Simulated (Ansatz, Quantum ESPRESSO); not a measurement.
This is a calculation of KTaO3 for Quantum ESPRESSO 7.5. 

File pw.in:

```
&CONTROL
  calculation = 'scf'
  prefix = 'pwscf'
  outdir = './tmp'
  pseudo_dir = './pseudo'
  tprnfor = .true.
  tstress = .true.
  disk_io = 'nowf'
/
&SYSTEM
  ibrav = 0
  nat = 5
  ntyp = 3
  ecutwfc = 60
  ecutrho = 480
  nbnd = 28
  occupations = 'smearing'
  smearing = 'fd'
  degauss = 0.00367493
/
&ELECTRONS
  conv_thr = 1d-09
  electron_maxstep = 120
  mixing_beta = 0.5
/
ATOMIC_SPECIES
Ta   180.9479 Ta_pbe_v1.uspp.F.UPF
K     39.0983 K.pbe-spn-kjpaw_psl.1.0.0.UPF
O     15.9990 O.pbe-n-kjpaw_psl.0.1.UPF
CELL_PARAMETERS angstrom
   3.9883000000    0.0000000000    0.0000000000
   0.0000000000    3.9883000000    0.0000000000
   0.0000000000    0.0000000000    3.9883000000
ATOMIC_POSITIONS crystal
Ta     0.0000000000    0.0000000000    0.0000000000
K      0.5000000000    0.5000000000    0.5000000000
O      0.0000000000    0.0000000000    0.5000000000
O      0.0000000000    0.5000000000    0.0000000000
O      0.5000000000    0.0000000000    0.0000000000
K_POINTS automatic
7 7 7 0 0 0
```

Potentials or basis: SSSP 1.3 efficiency PBE.

The run is started by

```bash
$ OMP_NUM_THREADS=1 pw.x -in pw.in > pw.out
```

Q: What does the same run look like in Ansatz 0.2.0? Potentials or basis there: Ansatz PAW, cutoff 420 eV.

A: As run (cutoffs and basis follow the program's own potentials, and thresholds, step limits or extra output files can differ):

The input input.yaml:

```yaml
crystal:
  lattice:
    - [3.9883, 0.0, 0.0]
    - [0.0, 3.9883, 0.0]
    - [0.0, 0.0, 3.9883]
  atoms:
    - { symbol: Ta, position: [0.0, 0.0, 0.0] }
    - { symbol: K, position: [0.5, 0.5, 0.5] }
    - { symbol: O, position: [0.0, 0.0, 0.5] }
    - { symbol: O, position: [0.0, 0.5, 0.0] }
    - { symbol: O, position: [0.5, 0.0, 0.0] }
hamiltonian:
  xc: pbe
  pseudopotentials: { kind: paw }
kpoints:
  mp_grid: { grid: [7, 7, 7] }
scf:
  occupations: { method: fermi_dirac, width: 0.05 }
output:
  forces: true
  stress: true
  eigenvalues: true
```

Potentials or basis: Ansatz PAW.

Run with:

```console
$ ansatz run input.yaml --threads 2 --pin off --max-ram 5120MiB --backend cpu --events-out ev --progress --plain --runs-dir out
```

Both were run:

|  | Quantum ESPRESSO | Ansatz |
| --- | --- | --- |
| Pressure | 5.2 GPa | 5.4 GPa |

Ansatz's pressure holds a Pulay term of +0.56 GPa for its cutoff of 420 eV, which the other run lacks.

Where Ansatz's input types no cutoff or centring, it takes its own default and a Γ-centred mesh.

Pressure is positive in compression.
